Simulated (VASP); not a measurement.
# AlN (F-43m) in VASP: band structure with PBE

Aim: the band structure of AlN with PBE.

All numbers are computed with VASP 6.6.1; they aren't measurements. Logs are shortened: lines on timing, memory, paths and dates and some standing lists are left out, and cuts for length are marked.

## 1. Starting point

Symmetry: F-43m, No. 216, cubic system. Conventional cell: a = 4.368 Å, b = 4.368 Å, c = 4.368 Å, α = 90.00°, β = 90.00°, γ = 90.00°. Around Al (site symmetry -43m) lie 4 N at 1.89 Å. Around N (site symmetry -43m) lie 4 Al at 1.89 Å.

Measurements of this composition are mostly on another form, of space group No. 186.

## 2. Band structure, PBE

File POSCAR:

```
AlN
1.0
    0.0000000000      2.1839935600      2.1839935600
    2.1839935600      0.0000000000      2.1839935600
    2.1839935600      2.1839935600      0.0000000000
Al N
1 1
Direct
    0.0000000000      0.0000000000      0.0000000000
    0.7500000000      0.7500000000      0.7500000000
```

File INCAR.step1:

```
SYSTEM = AlN
PREC = Accurate ; ENCUT = 520
EDIFF = 1E-6 ; ISMEAR = 0
SIGMA = 0.02 ; LREAL = .False.
LASPH = .True. ; NELM = 80
ALGO = Normal ; ISIF = 2
LWAVE = .False. ; LCHARG = .True.
GGA = PE
```

File KPOINTS.step1:

```
regular mesh
0
Gamma
  10 10 10
  0 0 0
```

File INCAR.step2:

```
SYSTEM = AlN
PREC = Accurate ; ENCUT = 520
EDIFF = 1E-6 ; ISMEAR = 0
SIGMA = 0.05 ; LREAL = .False.
LASPH = .True. ; NELM = 80
ALGO = Normal ; ISIF = 2
LWAVE = .False. ; LCHARG = .False.
GGA = PE ; ICHARG = 11
```

File KPOINTS.step2:

```
path GXWKGLUWLK,UX
20
line-mode
reciprocal
 0.0000000000  0.0000000000  0.0000000000  G
 0.5000000000  0.0000000000  0.5000000000  X

 0.5000000000  0.0000000000  0.5000000000  X
 0.5000000000  0.2500000000  0.7500000000  W

 0.5000000000  0.2500000000  0.7500000000  W
 0.3750000000  0.3750000000  0.7500000000  K

 0.3750000000  0.3750000000  0.7500000000  K
 0.0000000000  0.0000000000  0.0000000000  G

 0.0000000000  0.0000000000  0.0000000000  G
 0.5000000000  0.5000000000  0.5000000000  L

 0.5000000000  0.5000000000  0.5000000000  L
 0.6250000000  0.2500000000  0.6250000000  U

 0.6250000000  0.2500000000  0.6250000000  U
 0.5000000000  0.2500000000  0.7500000000  W

 0.5000000000  0.2500000000  0.7500000000  W
 0.5000000000  0.5000000000  0.5000000000  L

 0.5000000000  0.5000000000  0.5000000000  L
 0.3750000000  0.3750000000  0.7500000000  K

 0.6250000000  0.2500000000  0.6250000000  U
 0.5000000000  0.0000000000  0.5000000000  X
```

Potentials or basis: VASP PAW PBE potentials, release 64 (Al, N).

Launch:

```bash
cat potpaw_PBE.64/Al/POTCAR potpaw_PBE.64/N/POTCAR > POTCAR
cp INCAR.step1 INCAR
cp KPOINTS.step1 KPOINTS
mpirun -np 1 vasp_std > vasp.out
cp INCAR.step2 INCAR
cp KPOINTS.step2 KPOINTS
mpirun -np 1 vasp_std > vasp.out
```

OUTCAR:

```text
SYSTEM = AlN
   PREC = Accurate
   ENCUT = 520
   EDIFF = 1E-6
   ISMEAR = 0
   LREAL = .False.
   LASPH = .True.
   NELM = 80
   ISIF = 2
   GGA = PE
   ICHARG = 11

 ion  position               nearest neighbor table
   1  0.000  0.000  0.000-   2 1.89   2 1.89   2 1.89   2 1.89
   2  0.750  0.750  0.750-   1 1.89   1 1.89   1 1.89   1 1.89

  LATTYP: Found a face centered cubic cell.
 ALAT       =     4.3679871200

  Lattice vectors:

 A1 = (   0.0000000000,   2.1839935600,   2.1839935600)
 A2 = (   2.1839935600,   0.0000000000,   2.1839935600)
 A3 = (   2.1839935600,   2.1839935600,   0.0000000000)

Analysis of symmetry for initial positions (statically):
=====================================================================
 Subroutine PRICEL returns:
 Original cell was already a primitive cell.

 Routine SETGRP: Setting up the symmetry group for a
 face centered cubic supercell.

 Subroutine GETGRP returns: Found 24 space group operations
 (whereof 24 operations were pure point group operations)
 out of a pool of 48 trial point group operations.

The static configuration has the point symmetry T_d .

Analysis of symmetry for dynamics (positions and initial velocities):
=====================================================================
 Subroutine PRICEL returns:
 Original cell was already a primitive cell.

 Routine SETGRP: Setting up the symmetry group for a
 face centered cubic supercell.

 Subroutine GETGRP returns: Found 24 space group operations
 (whereof 24 operations were pure point group operations)
 out of a pool of 48 trial point group operations.

The dynamic configuration has the point symmetry T_d .

 Subroutine INISYM returns: Found 24 space group operations
 (whereof 24 operations are pure point group operations),
 and found     1 'primitive' translations

----------------------------------------------------------------------------------------

                                     Primitive cell

  volume of cell :      20.8345

  direct lattice vectors                    reciprocal lattice vectors
     0.000000000  2.183993560  2.183993560    -0.228938404  0.228938404  0.228938404
     2.183993560  0.000000000  2.183993560     0.228938404 -0.228938404  0.228938404
     2.183993560  2.183993560  0.000000000     0.228938404  0.228938404 -0.228938404

  length of vectors
     3.088633313  3.088633313  3.088633313     0.396532948  0.396532948  0.396532948

  position of ions in fractional coordinates (direct lattice)
     0.000000000  0.000000000  0.000000000
[... 72 lines left out ...]
   EDIFF  = 0.1E-05   stopping-criterion for ELM
   LREAL  =      F    real-space projection
   EDIFFG = 0.1E-04   stopping-criterion for IOM
   NSW    =      0    number of steps for IOM
   IBRION =     -1    ionic relax: 0-MD 1-quasi-New 2-CG
   NFREE  =      0    steps in history (QN), initial steepest desc. (CG)
   ISIF   =      2    stress and relaxation
   ISYM   =      2    0-nonsym 1-usesym 2-fastsym
   POTIM  = 0.5000    time-step for ionic-motion
   TEBEG  =    0.0;   TEEND  =   0.0 temperature during run
   PSTRESS=    0.0 pullay stress
   NELECT =       8.0000    total number of electrons
   NUPDOWN=      -1.0000    fix difference up-down
   EMIN   =  10.00;   EMAX   =-10.00  energy-range for DOS
   EFERMI =   0.00;   METHOD = LEGACY
   ISMEAR =     0;   SIGMA  =   0.05  broadening in eV -4-tet -1-fermi 0-gaus
   EFERMI_NEDOS =   21; number of points for ismear=-14 and -15
   IALGO  =     38    algorithm
   IMIX   =      4    mixing-type and parameters
     AMIX     =   0.40;   BMIX     =  1.00
     AMIX_MAG =   1.60;   BMIX_MAG =  1.00
  volume/ion in A,a.u.               =      10.42        70.30
  Fermi-wavevector in a.u.,A,eV,Ry     =   1.189899  2.248583 19.263943  1.415860
  Thomas-Fermi vector in A             =   2.325996
   LORBIT       =      0    0 simple, 1 ext, 2 COOP (PROOUT), +10 PAW based schemes
   GGA     = PE    functional components
   LHFCALC =     F    Hartree Fock is set to
   AEXX    =    0.0000 exact exchange contribution
   IVDW    =     0    specifies the selected vdW correction
   LEPSILON=     F    determine dielectric tensor
   LRPA    =     F    only Hartree local field effects (RPA)
 non-spin polarized calculation
 Gauss-broadening in eV      SIGMA  =   0.05
  energy-cutoff  :      520.00
  volume of cell :       20.83
 maximum number of plane-waves:       572
 NGX is ok and might be reduce to    24

 number of electron       8.0000000 magnetization

 Free energy of the ion-electron system (eV)
  ---------------------------------------------------
  ext. energy  EPLUGINS =         0.00000000
  ---------------------------------------------------
  free energy    TOTEN  =       -15.10476633 eV

  energy without entropy =      -15.10476633  energy(sigma->0) =      -15.10476633

 E-fermi :   6.2479     XC(G=0): -10.9336

 val. band max:        5.9698711300   @ k =   0.0197   0.0197   0.0395
 cond. band min:       9.2878592750   @ k =   0.5000   0.0000   0.5000
 fundamental gap:      3.3179881451
 Fermi energy:         6.2478854873

 k-point     1 :       0.0000    0.0000    0.0000
  band No.  band energies     occupation
      1      -9.0108      2.00000
      2       5.9698      2.00000
      3       5.9698      2.00000
      4       5.9698      2.00000
      5      10.1659      0.00000
      6      18.5304      0.00000
      7      18.5304      0.00000
      8      18.5304      0.00000
[... 243 lines left out ...]
 k-point    24 :       0.5000    0.0395    0.5395
  band No.  band energies     occupation
      1      -6.3241      2.00000
      2       1.1024      2.00000
      3       4.1259      2.00000
      4       4.1259      2.00000
      5       9.4364      0.00000
      6      14.7001      0.00000
      7      19.8733      0.00000
      8      21.4731      0.00000

 [... further k-points ...]
[... 5 lines left out ...]
  --------------------------------------------------------------------------------------
  -------------------------------------------------------------------------------------
  Total        0.0876428      0.0876428      0.0876428     -0.0000000     -0.0000000     -0.0000000
  in kB        6.7397344      6.7397344      6.7397344     -0.0000000     -0.0000000     -0.0000000
  external PRESSURE =       6.7397344 kB  Pullay stress =       0.0000000 kB

 VOLUME and BASIS-vectors are now :
 -----------------------------------------------------------------------------
  energy-cutoff  :      520.00
  volume of cell :       20.83
      direct lattice vectors                 reciprocal lattice vectors
     0.000000000  2.183993560  2.183993560    -0.228938404  0.228938404  0.228938404
     2.183993560  0.000000000  2.183993560     0.228938404 -0.228938404  0.228938404
     2.183993560  2.183993560  0.000000000     0.228938404  0.228938404 -0.228938404

 POSITION                                       TOTAL-FORCE (eV/Angst)
 -----------------------------------------------------------------------------------
      0.00000      0.00000      0.00000        -0.000000     -0.000000     -0.000000
      3.27599      3.27599      3.27599         0.000000      0.000000      0.000000
 -----------------------------------------------------------------------------------
    total drift:                               -0.000000     -0.000000     -0.000000

  FREE ENERGIE OF THE ION-ELECTRON SYSTEM (eV)
  ---------------------------------------------------
  free  energy   TOTEN  =       -15.1047663331 eV

  energy  without entropy=      -15.1047663331  energy(sigma->0) =      -15.10476633
```

It took 7.9 s on 1 thread of Intel Xeon 6975P-C (Granite Rapids), shared host; peak memory 0.15 GiB.

Results:

```
Band gap on the k mesh  : 3.32 eV, indirect (least direct gap 4.20 eV)
Band gap along the path : 3.32 eV, indirect (least direct gap 4.20 eV)
```

Levels at the corners of the path, in eV from the valence-band top:
| point | band 2 | band 3 | band 4 | band 5 | band 6 | band 7 |
| --- | --- | --- | --- | --- | --- | --- |
| Γ | 0.00 | 0.00 | 0.00 | 4.20 | 12.56 | 12.56 |
| X | -4.90 | -1.77 | -1.77 | 3.32 | 8.62 | 13.96 |
| X | -4.90 | -1.77 | -1.77 | 3.32 | 8.62 | 13.96 |
| W | -3.78 | -3.43 | -2.69 | 6.05 | 11.43 | 11.98 |
| W | -3.78 | -3.43 | -2.69 | 6.05 | 11.43 | 11.98 |
| K | -4.25 | -3.63 | -1.37 | 5.16 | 10.11 | 13.08 |
| K | -4.25 | -3.63 | -1.37 | 5.16 | 10.11 | 13.08 |
| Γ | 0.00 | 0.00 | 0.00 | 4.20 | 12.56 | 12.56 |
| Γ | 0.00 | 0.00 | 0.00 | 4.20 | 12.56 | 12.56 |
| L | -5.85 | -0.48 | -0.48 | 7.38 | 9.86 | 11.15 |
| L | -5.85 | -0.48 | -0.48 | 7.38 | 9.86 | 11.15 |
| U | -4.25 | -3.63 | -1.37 | 5.16 | 10.11 | 13.08 |
| U | -4.25 | -3.63 | -1.37 | 5.16 | 10.11 | 13.08 |
| W | -3.78 | -3.43 | -2.69 | 6.05 | 11.43 | 11.98 |
| W | -3.78 | -3.43 | -2.69 | 6.05 | 11.43 | 11.98 |
| L | -5.85 | -0.48 | -0.48 | 7.38 | 9.86 | 11.15 |
| L | -5.85 | -0.48 | -0.48 | 7.38 | 9.86 | 11.15 |
| K | -4.25 | -3.63 | -1.37 | 5.16 | 10.11 | 13.08 |
| U | -4.25 | -3.63 | -1.37 | 5.16 | 10.11 | 13.08 |
| X | -4.90 | -1.77 | -1.77 | 3.32 | 8.62 | 13.96 |

Caveat: the log is that of the step along the path at fixed density, whose energy, stress, charges and moments have no meaning. As with any semilocal functional, this PBE gap is likely too small.
